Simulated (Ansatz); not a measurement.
# Formation energy and levels of the substitutional impurity Ba_Al in AlN (P6_3mc)

Charge states of Ba_Al in AlN (P6_3mc), set against the band edges. Model: a cell of 72 host atoms with 1 Al taken out and 1 Ba put in.

Calculated with Ansatz 0.2.0; place-levels on r2SCAN runs: charge-transition levels and formation energies with image-charge correction and potential alignment at the atomic sites; PAW set soft_1.

### Step 1. The structure

The cell holds 72 atoms: 35 Al, 36 N and 1 Ba. Its edges and angles: a = 9.320 Å, b = 9.320 Å, c = 9.956 Å, α = 90.0°, β = 90.0°, γ = 120.0°. It derives from AlN (space group P6_3mc). Nearest the centre at fractional (0.444, 0.556, 0.500): Ba34 at 0.00 Å, N11 at 1.89 Å, N43 at 1.89 Å, N35 at 1.89 Å, N40 at 1.90 Å, Al9 at 3.07 Å, Al13 at 3.07 Å, Al41 at 3.07 Å.

Coordinates:

```xyz
72
Lattice="9.3196 0.0000 0.0000 -4.6598 8.0710 0.0000 0.0000 0.0000 9.9565" Properties=species:S:1:pos:R:3 pbc="T T T"
Al    1.5533    0.8968    2.4852
Al    0.0000    1.7936    4.9743
N     1.5533    0.8968    4.3848
N     0.0000    1.7936    1.8957
Al    1.5533    0.8968    7.4634
Al    0.0000    1.7936    9.9525
N     1.5533    0.8968    9.3631
N     0.0000    1.7936    6.8739
Al    0.0000    3.5871    2.4852
Al   -1.5533    4.4839    4.9743
N     0.0000    3.5871    4.3848
N    -1.5533    4.4839    1.8957
Al    0.0000    3.5871    7.4634
Al   -1.5533    4.4839    9.9525
N     0.0000    3.5871    9.3631
N    -1.5533    4.4839    6.8739
Al   -1.5533    6.2774    2.4852
Al   -3.1065    7.1742    4.9743
N    -1.5533    6.2774    4.3848
N    -3.1065    7.1742    1.8957
Al   -1.5533    6.2774    7.4634
Al   -3.1065    7.1742    9.9525
N    -1.5533    6.2774    9.3631
N    -3.1065    7.1742    6.8739
Al    4.6598    0.8968    2.4852
Al    3.1065    1.7936    4.9743
N     4.6598    0.8968    4.3848
N     3.1065    1.7936    1.8957
Al    4.6598    0.8968    7.4634
Al    3.1065    1.7936    9.9525
N     4.6598    0.8968    9.3631
N     3.1065    1.7936    6.8739
Al    3.1065    3.5871    2.4852
Ba    1.5533    4.4839    4.9743
N     3.1065    3.5871    4.3848
N     1.5533    4.4839    1.8957
Al    3.1065    3.5871    7.4634
Al    1.5533    4.4839    9.9525
N     3.1065    3.5871    9.3631
N     1.5533    4.4839    6.8739
Al    1.5533    6.2774    2.4852
Al    0.0000    7.1742    4.9743
N     1.5533    6.2774    4.3848
N     0.0000    7.1742    1.8957
Al    1.5533    6.2774    7.4634
Al    0.0000    7.1742    9.9525
N     1.5533    6.2774    9.3631
N     0.0000    7.1742    6.8739
Al    7.7663    0.8968    2.4852
Al    6.2130    1.7936    4.9743
N     7.7663    0.8968    4.3848
N     6.2130    1.7936    1.8957
Al    7.7663    0.8968    7.4634
Al    6.2130    1.7936    9.9525
N     7.7663    0.8968    9.3631
N     6.2130    1.7936    6.8739
Al    6.2130    3.5871    2.4852
Al    4.6598    4.4839    4.9743
N     6.2130    3.5871    4.3848
N     4.6598    4.4839    1.8957
Al    6.2130    3.5871    7.4634
Al    4.6598    4.4839    9.9525
N     6.2130    3.5871    9.3631
N     4.6598    4.4839    6.8739
Al    4.6598    6.2774    2.4852
Al    3.1065    7.1742    4.9743
N     4.6598    6.2774    4.3848
N     3.1065    7.1742    1.8957
Al    4.6598    6.2774    7.4634
Al    3.1065    7.1742    9.9525
N     4.6598    6.2774    9.3631
N     3.1065    7.1742    6.8739
```

Known beforehand: the electronic dielectric constant, (4.49, 4.49, 4.72), and the static one, (8.15, 8.15, 9.65), computed on the host (DFPT, PBEsol, on the r2SCAN cell), and a cell off the functional's own equilibrium shifts the ionic part.

The cell's shortest repeat is 9.3 Å.

### Step 2. The runs of each charge state

A transition level is the Fermi level at which two charge states cost the same, so each charge needs its own total energy, at its own relaxed structure.

Each atom starts 0.05 Å or so off its site in a random direction: a symmetric start keeps its symmetry, and would miss off-centre moves and Jahn–Teller distortions. Forces are taken at one point at (¼, ¼, ¼). The cell holds 1 electron more than the neutral one, with a uniform background that keeps it neutral on the whole.

The sampling was tested on the host first: at the k-points planned (1x1x1 shifted 0.25 0.25 0.25) its energy lies -0.014 eV an atom from the dense-mesh value, under the bound of 0.02 eV set for this test; that bounds the host's error, not the defect's.

One of the inputs; charge, spin and start change from state to state.

File qm1.relax/input.yaml:

```yaml
crystal:
  lattice:
    - [9.31956554, 9.0e-08, 0.0]
    - [-4.65978284, 8.07098046, 0.0]
    - [0.0, 0.0, 9.95647772]
  atoms:
    - { symbol: Al, position: [0.22222222, 0.11111111, 0.24960167] }
    - { symbol: Al, position: [0.11111111, 0.22222222, 0.49960167] }
    - { symbol: "N", position: [0.22222222, 0.11111111, 0.44039833] }
    - { symbol: "N", position: [0.11111111, 0.22222222, 0.19039833] }
    - { symbol: Al, position: [0.22222222, 0.11111111, 0.74960167] }
    - { symbol: Al, position: [0.11111111, 0.22222222, 0.99960167] }
    - { symbol: "N", position: [0.22222222, 0.11111111, 0.94039833] }
    - { symbol: "N", position: [0.11111111, 0.22222222, 0.69039833] }
    - { symbol: Al, position: [0.22222222, 0.44444444, 0.24960167] }
    - { symbol: Al, position: [0.11111111, 0.55555556, 0.49960167] }
    - { symbol: "N", position: [0.22222222, 0.44444444, 0.44039833] }
    - { symbol: "N", position: [0.11111111, 0.55555556, 0.19039833] }
    - { symbol: Al, position: [0.22222222, 0.44444444, 0.74960167] }
    - { symbol: Al, position: [0.11111111, 0.55555556, 0.99960167] }
    - { symbol: "N", position: [0.22222222, 0.44444444, 0.94039833] }
    - { symbol: "N", position: [0.11111111, 0.55555556, 0.69039833] }
    - { symbol: Al, position: [0.22222222, 0.77777778, 0.24960167] }
    - { symbol: Al, position: [0.11111111, 0.88888889, 0.49960167] }
    - { symbol: "N", position: [0.22222222, 0.77777778, 0.44039833] }
    - { symbol: "N", position: [0.11111111, 0.88888889, 0.19039833] }
    - { symbol: Al, position: [0.22222222, 0.77777778, 0.74960167] }
    - { symbol: Al, position: [0.11111111, 0.88888889, 0.99960167] }
    - { symbol: "N", position: [0.22222222, 0.77777778, 0.94039833] }
    - { symbol: "N", position: [0.11111111, 0.88888889, 0.69039833] }
    - { symbol: Al, position: [0.55555556, 0.11111111, 0.24960167] }
    - { symbol: Al, position: [0.44444444, 0.22222222, 0.49960167] }
    - { symbol: "N", position: [0.55555556, 0.11111111, 0.44039833] }
    - { symbol: "N", position: [0.44444444, 0.22222222, 0.19039833] }
    - { symbol: Al, position: [0.55555556, 0.11111111, 0.74960167] }
    - { symbol: Al, position: [0.44444444, 0.22222222, 0.99960167] }
    - { symbol: "N", position: [0.55555556, 0.11111111, 0.94039833] }
    - { symbol: "N", position: [0.44444444, 0.22222222, 0.69039833] }
    - { symbol: Al, position: [0.55555556, 0.44444444, 0.24960167] }
    - { symbol: Ba, position: [0.44444444, 0.55555556, 0.49960167] }
    - { symbol: "N", position: [0.55555556, 0.44444444, 0.44039833] }
    - { symbol: "N", position: [0.44444444, 0.55555556, 0.19039833] }
    - { symbol: Al, position: [0.55555556, 0.44444444, 0.74960167] }
    - { symbol: Al, position: [0.44444444, 0.55555556, 0.99960167] }
    - { symbol: "N", position: [0.55555556, 0.44444444, 0.94039833] }
    - { symbol: "N", position: [0.44444444, 0.55555556, 0.69039833] }
    - { symbol: Al, position: [0.55555556, 0.77777778, 0.24960167] }
    - { symbol: Al, position: [0.44444444, 0.88888889, 0.49960167] }
    - { symbol: "N", position: [0.55555556, 0.77777778, 0.44039833] }
    - { symbol: "N", position: [0.44444444, 0.88888889, 0.19039833] }
    - { symbol: Al, position: [0.55555556, 0.77777778, 0.74960167] }
    - { symbol: Al, position: [0.44444444, 0.88888889, 0.99960167] }
    - { symbol: "N", position: [0.55555556, 0.77777778, 0.94039833] }
    - { symbol: "N", position: [0.44444444, 0.88888889, 0.69039833] }
    - { symbol: Al, position: [0.88888889, 0.11111111, 0.24960167] }
    - { symbol: Al, position: [0.77777778, 0.22222222, 0.49960167] }
    - { symbol: "N", position: [0.88888889, 0.11111111, 0.44039833] }
    - { symbol: "N", position: [0.77777778, 0.22222222, 0.19039833] }
    - { symbol: Al, position: [0.88888889, 0.11111111, 0.74960167] }
    - { symbol: Al, position: [0.77777778, 0.22222222, 0.99960167] }
    - { symbol: "N", position: [0.88888889, 0.11111111, 0.94039833] }
    - { symbol: "N", position: [0.77777778, 0.22222222, 0.69039833] }
    - { symbol: Al, position: [0.88888889, 0.44444444, 0.24960167] }
    - { symbol: Al, position: [0.77777778, 0.55555556, 0.49960167] }
    - { symbol: "N", position: [0.88888889, 0.44444444, 0.44039833] }
    - { symbol: "N", position: [0.77777778, 0.55555556, 0.19039833] }
    - { symbol: Al, position: [0.88888889, 0.44444444, 0.74960167] }
    - { symbol: Al, position: [0.77777778, 0.55555556, 0.99960167] }
    - { symbol: "N", position: [0.88888889, 0.44444444, 0.94039833] }
    - { symbol: "N", position: [0.77777778, 0.55555556, 0.69039833] }
    - { symbol: Al, position: [0.88888889, 0.77777778, 0.24960167] }
    - { symbol: Al, position: [0.77777778, 0.88888889, 0.49960167] }
    - { symbol: "N", position: [0.88888889, 0.77777778, 0.44039833] }
    - { symbol: "N", position: [0.77777778, 0.88888889, 0.19039833] }
    - { symbol: Al, position: [0.88888889, 0.77777778, 0.74960167] }
    - { symbol: Al, position: [0.77777778, 0.88888889, 0.99960167] }
    - { symbol: "N", position: [0.88888889, 0.77777778, 0.94039833] }
    - { symbol: "N", position: [0.77777778, 0.88888889, 0.69039833] }
  host:
    repeats: [3, 3, 2]
    atoms:
      - { symbol: Al, position: [0.66666667, 0.33333333, 0.49920333] }
      - { symbol: Al, position: [0.33333333, 0.66666667, 0.99920333] }
      - { symbol: "N", position: [0.66666667, 0.33333333, 0.88079667] }
      - { symbol: "N", position: [0.33333333, 0.66666667, 0.38079667] }
total_charge: -1
basis:
  ecutwfc: 500
  xc_grid: 2
hamiltonian:
  xc: r2scan
  pseudopotentials: { kind: paw, azcp: { folder: soft_1 } }
kpoints:
  mp_grid: { grid: [1, 1, 1], shift: [0.25, 0.25, 0.25] }
scf:
  occupations: { method: fixed }
  max_iter: 100
output:
  forces: true
  charged_corrections:
    epsilon: [4.49, 4.49, 4.72]
    static_epsilon: [8.15, 8.15, 9.65]
    defect_position: [0.444444, 0.555556, 0.499602]
relax:
  f_tol: 0.02
  max_steps: 80
  random_displacement: { amplitude: 0.05, seed: 4042 }
checkpoint:
  write: "../qm1.relax.run"
  compress: false
  write_wavefunctions: true
  write_every: 100000
```

On the command line:

```sh
$ ansatz run input.yaml --threads 4 --pin off --max-ram 7536MiB --backend cpu --events-out ev --progress --plain --runs-dir out
```

Defect states can disperse in a cell of this size, so the energy is taken again at a 2×2×2 shifted mesh, on the relaxed structure.

The run of this state that the levels use, under r2SCAN:

File qm1.point/input.yaml:

```yaml
crystal:
  checkpoint: "../qm1.relax.run"
  host: checkpoint
total_charge: -1
basis:
  ecutwfc: 500
  xc_grid: 2
hamiltonian:
  xc: r2scan
  pseudopotentials: { kind: paw, azcp: { folder: soft_1 } }
kpoints:
  mp_grid: { grid: [2, 2, 2], shift: [0.5, 0.5, 0.5] }
scf:
  occupations: { method: fermi_dirac, width: 0.01 }
  max_iter: 100
output:
  forces: true
  eigenvalues: true
  charged_corrections:
    epsilon: [4.49, 4.49, 4.72]
    static_epsilon: [8.15, 8.15, 9.65]
    defect_position: [0.444444, 0.555556, 0.499602]
  eigenstates: { localisation: true }
  populations: true
  band_densities: [{ bands: [v1, v1] }, { bands: [c1, c1] }]
  write_density: true
  write_potential: true
  volumetric_format: npy
checkpoint:
  read: "../qm1.relax.run"
  write: "../qm1.point.run"
  compress: false
  write_wavefunctions: false
  write_every: 100000
```

Relaxations under r2SCAN at one point at (¼, ¼, ¼); times on 4 threads of Arm Neoverse V1, shared host:

```csv
charge,moment (μB),occupations,outcome,steps,largest displacement against the far atoms (Å),time
−1,0,fixed,converged,9,0.74,1.9 min
0,1,fixed,converged,11,0.69,6.2 min
+1,0,fixed,converged,20,0.66,4.8 min
+1,2,fixed,converged,10,0.59,5.7 min
```

Single points under r2SCAN at a 2×2×2 shifted mesh; times on 4 threads of Arm Neoverse V1, shared host:

```csv
charge,moment (μB),occupations,outcome,time
−1,0,fermi-dirac,converged,90 s
0,1,fermi-dirac,converged,4 min
+1,0,fermi-dirac,converged,91 s
+1,2,fermi-dirac,converged,3.7 min
```

Distances (Å) from Ba34 to the nearest atoms after relaxation with r2SCAN:

```csv
charge,moment (μB),1.,2.,3.,4.,5.,6.
−1,0,N 2.35,N 2.37,N 2.37,N 2.46,Al 3.09,Al 3.10
0,1,N 2.34,N 2.36,N 2.37,N 2.42,Al 3.03,Al 3.08
+1,0,N 2.22,N 2.35,N 2.35,N 2.39,N 2.96,Al 2.98
+1,2,N 2.35,N 2.36,N 2.37,N 2.42,Al 3.10,Al 3.11
```

[end of part 1 of 2]

[Logs are printed without paths, hosts, clocks, repeated set-up lines and the standing remarks that a program may print on its own settings, such as how far it seeks lower states.]

[Hosts, paths, dates, database ids (printed as entryN), source tags and the programs' standing remarks are cut or masked in the printed files.]

[Where a table of states has a column of steps, it counts the stored structures, which are thinned; the runs took as many ionic steps or more.]

[A defect's name tells the site on which it was built; relaxed atoms can leave that site.]

[For some hosts the program warned that the k-mesh of the response run may be too coarse for force constants and the static dielectric constant; such warnings are not shown here.]
